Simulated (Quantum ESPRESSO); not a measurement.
# Ti2C (R-3m) in Quantum ESPRESSO: convergence with k mesh

Aim: find how far k mesh must go before the results for Ti2C settle, at LDA. This setting moves, with any that are tied to it; all else stays.

Everything below comes from runs of Quantum ESPRESSO 7.5. Logs are shortened: lines on timing, memory, paths and dates and some standing lists are left out, and cuts for length are marked.

### Step 1. The crystal as given

Symmetry: R-3m, No. 166, trigonal system. Conventional cell: a = 3.081 Å, b = 3.081 Å, c = 14.441 Å, α = 90.00°, β = 90.00°, γ = 120.00°. Ti (site symmetry 3m) has 3 C at 2.11 Å as nearest neighbours. Around C (site symmetry -3m) lie 6 Ti at 2.11 Å.

The cell comes from a database or a generator and needn't be the stable form of this composition.

### Step 2. With k mesh 2 × 2 × 2

Contents of pw.in:

```
&CONTROL
  calculation = 'scf'
  prefix = 'pwscf'
  outdir = './tmp'
  pseudo_dir = './pseudo'
  tprnfor = .true.
  tstress = .true.
  disk_io = 'nowf'
/
&SYSTEM
  ibrav = 0
  nat = 3
  ntyp = 2
  ecutwfc = 36
  ecutrho = 216
  nbnd = 21
  occupations = 'smearing'
  smearing = 'mp'
  degauss = 0.00734986
/
&ELECTRONS
  conv_thr = 6d-10
  electron_maxstep = 120
  mixing_beta = 0.5
/
ATOMIC_SPECIES
Ti    47.8670 Ti.LDA_PW-JTH.UPF
C     12.0110 C.LDA_PW-JTH.UPF
CELL_PARAMETERS angstrom
   1.5406981810    0.8895225095    4.8137698526
  -1.5406981810    0.8895225095    4.8137698526
   0.0000000000   -1.7790450191    4.8137698526
ATOMIC_POSITIONS crystal
Ti     0.7545021700    0.7545021700    0.7545021700
Ti     0.2454978300    0.2454978300    0.2454978300
C      0.5000000000    0.5000000000    0.5000000000
K_POINTS automatic
2 2 2 0 0 0
```

Potentials or basis: JTH 2.0 LDA.

Run with:

```
$ OMP_NUM_THREADS=1 pw.x -in pw.in > pw.out
```

Run time: 8.4 s. Hardware: 1 thread of Arm Neoverse V1, shared host; peak memory 0.09 GiB.

What came out:

```
Free energy            : -5142.8773 eV
Largest force          : 0.193 eV/Å
Band gap on the k mesh : none (metal or under the smearing width)
```

### Step 3. With k mesh 3 × 3 × 3

Changes to pw.in since step 2:

```diff
@@ -37,2 +37,2 @@
 K_POINTS automatic
-2 2 2 0 0 0
+3 3 3 0 0 0
```

Potentials or basis: JTH 2.0 LDA.

Run with:

```
$ OMP_NUM_THREADS=1 pw.x -in pw.in > pw.out
```

Run time: 10 s. Hardware: 1 thread of Arm Neoverse V1, shared host; peak memory 0.09 GiB.

What came out:

| Item | Value |
| --- | --- |
| Free energy | -5142.7991 eV |
| Largest force | 0.362 eV/Å |
| Band gap on the k mesh | none (metal or under the smearing width) |

### Step 4. With k mesh 4 × 4 × 4

Changes to pw.in since step 3:

```diff
@@ -37,2 +37,2 @@
 K_POINTS automatic
-3 3 3 0 0 0
+4 4 4 0 0 0
```

Run with:

```
$ OMP_NUM_THREADS=1 pw.x -in pw.in > pw.out
```

Run time: 18 s. Hardware: 1 thread of Arm Neoverse V1, shared host; peak memory 0.09 GiB.

Results:

```yaml
Free_energy: -5142.6059 eV
Largest_force: 0.321 eV/Å
Band_gap_on_the_k_mesh: none (metal or under the smearing width)
```

### Step 5. With k mesh 6 × 6 × 6

Changes to pw.in since step 4:

```diff
@@ -37,2 +37,2 @@
 K_POINTS automatic
-4 4 4 0 0 0
+6 6 6 0 0 0
```

Run with:

```
$ OMP_NUM_THREADS=1 pw.x -in pw.in > pw.out
```

Run time: 39 s. Hardware: 1 thread of Arm Neoverse V1, shared host; peak memory 0.09 GiB.

Results:

* Free energy: -5142.5945 eV
* Largest force: 0.364 eV/Å
* Band gap on the k mesh: none (metal or under the smearing width)

### Step 6. With k mesh 8 × 8 × 8

Changes to pw.in since step 5:

```diff
@@ -37,2 +37,2 @@
 K_POINTS automatic
-6 6 6 0 0 0
+8 8 8 0 0 0
```

Potentials or basis: JTH 2.0 LDA.

Run with:

```
$ OMP_NUM_THREADS=1 pw.x -in pw.in > pw.out
```

It took 65 s on 1 thread of Arm Neoverse V1, shared host; peak memory 0.11 GiB.

The run converged. Its results:

```
Free energy            : -5142.6167 eV
Largest force          : 0.320 eV/Å
Band gap on the k mesh : none (metal or under the smearing width)
```

### Step 7. With k mesh 9 × 9 × 9

Changes to pw.in since step 6:

```diff
@@ -37,2 +37,2 @@
 K_POINTS automatic
-8 8 8 0 0 0
+9 9 9 0 0 0
```

Run with:

```
$ OMP_NUM_THREADS=1 pw.x -in pw.in > pw.out
```

Wall time 85 s (1 thread of Arm Neoverse V1, shared host); peak memory 0.11 GiB.

It converged, with:

- Free energy: -5142.6120 eV
- Largest force: 0.332 eV/Å
- Band gap on the k mesh: none (metal or under the smearing width)

### Step 8. With k mesh 10 × 10 × 10

Changes to pw.in since step 7:

```diff
@@ -37,2 +37,2 @@
 K_POINTS automatic
-9 9 9 0 0 0
+10 10 10 0 0 0
```

Run with:

```
$ OMP_NUM_THREADS=1 pw.x -in pw.in > pw.out
```

Wall time 2.2 min (1 thread of Arm Neoverse V1, shared host); peak memory 0.12 GiB.

It converged, with:

| Item | Value |
| --- | --- |
| Free energy | -5142.6091 eV |
| Largest force | 0.327 eV/Å |
| Band gap on the k mesh | none (metal or under the smearing width) |

### Step 9. With k mesh 12 × 12 × 12

Changes to pw.in since step 8:

```diff
@@ -37,2 +37,2 @@
 K_POINTS automatic
-10 10 10 0 0 0
+12 12 12 0 0 0
```

Potentials or basis: JTH 2.0 LDA.

Run with:

```
$ OMP_NUM_THREADS=1 pw.x -in pw.in > pw.out
```

pw.out:

```text
This program is part of the open-source Quantum ESPRESSO suite
     for quantum simulation of materials; please cite
         "P. Giannozzi et al., J. Phys.:Condens. Matter 21 395502 (2009);
         "P. Giannozzi et al., J. Phys.:Condens. Matter 29 465901 (2017);
         "P. Giannozzi et al., J. Chem. Phys. 152 154105 (2020);
     in publications or presentations arising from this work. More details at

     file Ti.LDA_PW-JTH.UPF: wavefunction(s)  4S 3P 0P 3D 0D renormalized
     file C.LDA_PW-JTH.UPF: wavefunction(s)  0S 2P 0P renormalized
     Message from routine setup:
     using ibrav=0 with symmetry is DISCOURAGED, use correct ibrav instead

     G-vector sticks info
     --------------------
     sticks:   dense  smooth     PW     G-vecs:    dense   smooth      PW
     Sum         927     621    219                14395     7811    1671

     Using Slab Decomposition

     bravais-lattice index     =            0
     lattice parameter (alat)  =       9.6981  a.u.
     unit-cell volume          =     267.1208 (a.u.)^3
     number of atoms/cell      =            3
     number of atomic types    =            2
     number of electrons       =        28.00
     number of Kohn-Sham states=           21
     kinetic-energy cutoff     =      36.0000  Ry
     charge density cutoff     =     216.0000  Ry
     scf convergence threshold =      6.0E-10
     mixing beta               =       0.5000
     number of iterations used =            8  plain     mixing
     Exchange-correlation= SLA PW NOGX NOGC
                           (   1   4   0   0   0   0   0)

     celldm(1)=   9.698067  celldm(2)=   0.000000  celldm(3)=   0.000000
     celldm(4)=   0.000000  celldm(5)=   0.000000  celldm(6)=   0.000000

     crystal axes: (cart. coord. in units of alat)
               a(1) = (   0.300214   0.173329   0.937992 )
               a(2) = (  -0.300214   0.173329   0.937992 )
               a(3) = (   0.000000  -0.346658   0.937992 )

     reciprocal axes: (cart. coord. in units 2 pi/alat)
               b(1) = (  1.665477  0.961564  0.355369 )
               b(2) = ( -1.665477  0.961564  0.355369 )
               b(3) = (  0.000000 -1.923128  0.355369 )

     PseudoPot. # 1 for Ti read from file:
     Ti.LDA_PW-JTH.UPF
     Pseudo is Projector augmented-wave + core cor, Zval = 12.0
     Generated using ATOMPAW code
     Shape of augmentation charge: BESSEL
     Using radial grid of 1024 points,  6 beta functions with:
                l(1) =   0
                l(2) =   0
                l(3) =   1
                l(4) =   1
                l(5) =   2
                l(6) =   2
     Q(r) pseudized with 0 coefficients

     PseudoPot. # 2 for C  read from file:
     C.LDA_PW-JTH.UPF
     Pseudo is Projector augmented-wave + core cor, Zval =  4.0
     Generated using ATOMPAW code
     Shape of augmentation charge: SINC**2
     Using radial grid of  920 points,  4 beta functions with:
                l(1) =   0
                l(2) =   0
                l(3) =   1
                l(4) =   1
     Q(r) pseudized with 0 coefficients

     atomic species   valence    mass     pseudopotential
     Ti               12.00    47.86700     Ti( 1.00)
     C                 4.00    12.01100     C ( 1.00)

     12 Sym. Ops., with inversion, found

   Cartesian axes

     site n.     atom                  positions (alat units)
         1        Ti     tau(   1) = (   0.0000000  -0.0000000   2.1231505  )
         2        Ti     tau(   2) = (  -0.0000000  -0.0000000   0.6908248  )
         3        C      tau(   3) = (   0.0000000  -0.0000000   1.4069877  )

     number of k points=   189  Methfessel-Paxton smearing, width (Ry)=  0.0073

     Number of k-points >= 100: set verbosity='high' to print them.

     Dense  grid:    14395 G-vectors     FFT dimensions: (  45,  45,  45)

     Smooth grid:     7811 G-vectors     FFT dimensions: (  40,  40,  40)

     Check: negative core charge=   -0.000094

     Initial potential from superposition of free atoms

     starting charge      27.9939, renormalised to      28.0000
     Starting wfcs are   44 randomized atomic wfcs

     Self-consistent Calculation

     iteration #  1     ecut=    36.00 Ry     beta= 0.50
     Davidson diagonalization with overlap
     ethr =  1.00E-02,  avg # of iterations =  2.0

     total energy              =    -376.97363876 Ry
     estimated scf accuracy    <       2.36803926 Ry

     iteration #  2     ecut=    36.00 Ry     beta= 0.50
     Davidson diagonalization with overlap
     ethr =  8.46E-03,  avg # of iterations =  4.1

     total energy              =    -377.46870701 Ry
     estimated scf accuracy    <       2.71560466 Ry

     iteration #  3     ecut=    36.00 Ry     beta= 0.50
     Davidson diagonalization with overlap
     ethr =  8.46E-03,  avg # of iterations =  3.3

     total energy              =    -377.96967237 Ry
     estimated scf accuracy    <       0.02989769 Ry

     iteration #  4     ecut=    36.00 Ry     beta= 0.50
     Davidson diagonalization with overlap
     ethr =  1.07E-04,  avg # of iterations =  4.8

     total energy              =    -377.97161509 Ry
     estimated scf accuracy    <       0.01790398 Ry

     iteration #  5     ecut=    36.00 Ry     beta= 0.50
     Davidson diagonalization with overlap
     ethr =  6.39E-05,  avg # of iterations =  4.3

     total energy              =    -377.97477184 Ry
     estimated scf accuracy    <       0.00390518 Ry

     iteration #  6     ecut=    36.00 Ry     beta= 0.50
     Davidson diagonalization with overlap
     ethr =  1.39E-05,  avg # of iterations =  3.2

     total energy              =    -377.97482798 Ry
     estimated scf accuracy    <       0.00066966 Ry

     iteration #  7     ecut=    36.00 Ry     beta= 0.50
     Davidson diagonalization with overlap
     ethr =  2.39E-06,  avg # of iterations =  5.4

     total energy              =    -377.97504744 Ry
     estimated scf accuracy    <       0.00021485 Ry

     iteration #  8     ecut=    36.00 Ry     beta= 0.50
     Davidson diagonalization with overlap
     ethr =  7.67E-07,  avg # of iterations =  3.8

     total energy              =    -377.97508558 Ry
     estimated scf accuracy    <       0.00000062 Ry

     iteration #  9     ecut=    36.00 Ry     beta= 0.50
     Davidson diagonalization with overlap
     ethr =  2.20E-09,  avg # of iterations =  5.8

     total energy              =    -377.97508684 Ry
     estimated scf accuracy    <       0.00000266 Ry

     iteration # 10     ecut=    36.00 Ry     beta= 0.50
     Davidson diagonalization with overlap
     ethr =  2.20E-09,  avg # of iterations =  5.0

     total energy              =    -377.97508736 Ry
     estimated scf accuracy    <       0.00000005 Ry

     iteration # 11     ecut=    36.00 Ry     beta= 0.50
     Davidson diagonalization with overlap
     ethr =  1.68E-10,  avg # of iterations =  2.6

     total energy              =    -377.97508736 Ry
     estimated scf accuracy    <       0.00000002 Ry

     iteration # 12     ecut=    36.00 Ry     beta= 0.50
     Davidson diagonalization with overlap
     ethr =  8.56E-11,  avg # of iterations =  3.0

     total energy              =    -377.97508736 Ry
     estimated scf accuracy    <          5.9E-09 Ry

     iteration # 13     ecut=    36.00 Ry     beta= 0.50
     Davidson diagonalization with overlap
     ethr =  2.11E-11,  avg # of iterations =  4.8

     total energy              =    -377.97508736 Ry
     estimated scf accuracy    <          3.1E-09 Ry

     iteration # 14     ecut=    36.00 Ry     beta= 0.50
     Davidson diagonalization with overlap
     ethr =  1.10E-11,  avg # of iterations =  2.6

     End of self-consistent calculation

     Number of k-points >= 100: set verbosity='high' to print the bands.

     the Fermi energy is    13.2006 ev

!    total energy              =    -377.97508736 Ry
     total all-electron energy =      -377.975087 Ry
     estimated scf accuracy    <          2.3E-10 Ry
     smearing contrib. (-TS)   =      -0.00001097 Ry
     internal energy E=F+TS    =    -377.97507639 Ry

     The total energy is F=E-TS. E is the sum of the following terms:
     one-electron contribution =     -80.85182920 Ry
     hartree contribution      =      50.11272166 Ry
     xc contribution           =     -35.50782744 Ry
     ewald contribution        =    -179.82476658 Ry
     one-center paw contrib.   =    -131.90337484 Ry

     convergence has been achieved in  14 iterations

     Forces acting on atoms (cartesian axes, Ry/au):

     atom    1 type  1   force =    -0.00000000   -0.00000000    0.01341779
     atom    2 type  1   force =    -0.00000000    0.00000000   -0.01341779
     atom    3 type  2   force =    -0.00000000   -0.00000000   -0.00000000

     Total force =     0.018976     Total SCF correction =     0.000045

     Computing stress (Cartesian axis) and pressure

          total   stress  (Ry/bohr**3)                   (kbar)     P=      -87.12
  -0.00060721  -0.00000000   0.00000000          -89.32       -0.00        0.00
  -0.00000000  -0.00060721  -0.00000000           -0.00      -89.32       -0.00
   0.00000000  -0.00000000  -0.00056225            0.00       -0.00      -82.71

=------------------------------------------------------------------------------=
   JOB DONE.
=------------------------------------------------------------------------------=
```

It took 3.5 min on 1 thread of Arm Neoverse V1, shared host; peak memory 0.14 GiB.

Results:

| Quantity | Value |
| --- | --- |
| Free energy | -5142.6130 eV |
| Largest force | 0.345 eV/Å |
| Band gap on the k mesh | none (metal or under the smearing width) |

### Step 10. With k mesh 14 × 14 × 14

Changes to pw.in since step 9:

```diff
@@ -37,2 +37,2 @@
 K_POINTS automatic
-12 12 12 0 0 0
+14 14 14 0 0 0
```

Run with:

```
$ OMP_NUM_THREADS=1 pw.x -in pw.in > pw.out
```

Wall time 5.1 min (1 thread of Arm Neoverse V1, shared host).

The run was cut off at its time limit.

### Step 11. Summary

```csv
k mesh,"energy less the tightest run, at zero smearing (meV/atom)",largest force (eV/Å),SCF cycles,CPU time (s),peak memory (GiB)
2 × 2 × 2,-86.78,0.193,14,8.4,0.09
3 × 3 × 3,-61.35,0.362,14,10,0.09
4 × 4 × 4,2.66,0.321,14,18,0.09
6 × 6 × 6,6.61,0.364,14,39,0.09
8 × 8 × 8,-1.07,0.320,12,65,0.11
9 × 9 × 9,0.36,0.332,12,85,0.11
10 × 10 × 10,1.22,0.327,14,130,0.12
12 × 12 × 12,0.00,0.345,14,210,0.14
14 × 14 × 14,timed out after 310 s,-,-,-,-
```

Not settled before the last step: the energy (to 1 meV/atom), the largest force (to 0.005 eV/Å). Meshes of other sizes hit other points, so gaps and Fermi surfaces needn't settle smoothly. The tightest run that finished is the yardstick and may itself not be fully converged.

Caveats: the cutoff is low for these files, which shifts pressure and relaxed volume.
